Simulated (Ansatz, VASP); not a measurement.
# H3CCl: VASP beside Ansatz

```
CELL_PARAMETERS angstrom
8.20313 0.00000 0.00000
0.00000 8.20313 0.00000
0.00000 0.00000 8.20313
ATOMIC_POSITIONS crystal
C 0.22412 0.00759 0.60662
C 0.67108 0.54537 0.10828
C 0.27891 0.19594 0.28925
C 0.00144 0.50064 0.80145
C 0.78524 0.91281 0.58358
C 0.23681 0.66105 0.27084
Cl 0.23390 0.87204 0.77536
Cl 0.73659 0.49551 0.30870
Cl 0.14887 0.05600 0.18702
Cl 0.83424 0.53014 0.66686
Cl 0.82494 0.10418 0.67708
Cl 0.20386 0.59487 0.47450
H 0.24250 0.13161 0.64993
H 0.31913 0.97524 0.51989
H 0.10489 0.99665 0.54951
H 0.60695 0.66143 0.11161
H 0.77728 0.55443 0.02932
H 0.59000 0.44993 0.06454
H 0.30466 0.29779 0.20826
H 0.21784 0.23932 0.39873
H 0.39168 0.13407 0.32166
H 0.11407 0.52721 0.73662
H 0.98827 0.58249 0.90500
H 0.00158 0.37464 0.84292
H 0.79394 0.92662 0.45194
H 0.87492 0.82476 0.62601
H 0.66320 0.87305 0.61708
H 0.11949 0.67413 0.21033
H 0.29992 0.77770 0.27319
H 0.31065 0.57075 0.20767
```

Alike in both runs: task relaxation of the atoms; functional PBE; k mesh 1 × 1 × 1; occupations fermi-dirac, width 0.02 eV; no spin polarisation.

|  | VASP | Ansatz |
| --- | --- | --- |
| version | VASP 6.6.1 | Ansatz 0.2.0 |
| potentials or method | VASP PAW PBE potentials, release 64 (C, Cl, H) | scalar-relativistic, plane waves, PAW |
| plane-wave cutoff (eV) | 520 | 420 |
| valence electrons in the cell | 84 | 84 |

|  | VASP | Ansatz | Ansatz less VASP |
| --- | --- | --- | --- |
| gap on the k mesh at the Fermi level, each at its own relaxed structure (eV) | 5.33 | 5.33 | +0.003 |
| energy change over the relaxation (meV/atom) | -10 | -12 | -2.0 |

Ansatz warned: «xc_potential_rough_in_thin_density».

 As with any semilocal functional, this PBE gap is likely too small.
